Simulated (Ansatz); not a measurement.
Runs of Ansatz 0.2.0 on AgBr. Symmetry: Fm-3m, No. 225, cubic system. Conventional cell: a = 5.740 Å, b = 5.740 Å, c = 5.740 Å, α = 90.00°, β = 90.00°, γ = 90.00°. Ag (site symmetry m-3m) has 6 Br at 2.87 Å as nearest neighbours. Br (site symmetry m-3m) is surrounded by 6 Ag at 2.87 Å. 

```tsv
task	level	cell	k mesh	smearing	atoms under strain	q mesh	points for each segment of the path	mesh quality	gap on the mesh (eV)	pressure (GPa)
elastic constants	LDA	as given	6 × 6 × 6	fixed	relaxed	-	-	not flagged	0.38	-4.2
phonons	LDA	as given	6 × 6 × 6	fixed	-	2 × 2 × 2	8	not flagged	0.38	-
Born charges and dielectric tensor	LDA	as given	8 × 8 × 8	fixed	-	-	-	not flagged	0.38	-
relaxation of cell and atoms	PBEsol0	relaxed	4 × 4 × 4	fermi-dirac 0.02 eV	-	-	-	coarse	(a)	0.0
```

Alike in all rows: potentials or basis Ansatz PAW; no spin polarisation; cutoff (eV) 420.

Question: Fill in the values left out.

Answer: (a) 2.56.

Caveats: some runs use coarse meshes; the PAW data sets come from PBE, with cores solved anew for the run's functional, which leaves a small shift of forces and pressure; the gap is small at this level, which inflates the dielectric constant (some runs); the cell is more than 3 GPa from zero pressure, which shifts response properties (some runs); some modes are imaginary (some runs); the plane-wave basis is chosen anew once the cell has moved, so the energies of steps on either side of that aren't comparable (some runs).

A k mesh can miss the band edges, and the runs leave out spin-orbit coupling on Ag, Br.

Runs at the PBE level aren't shown here.
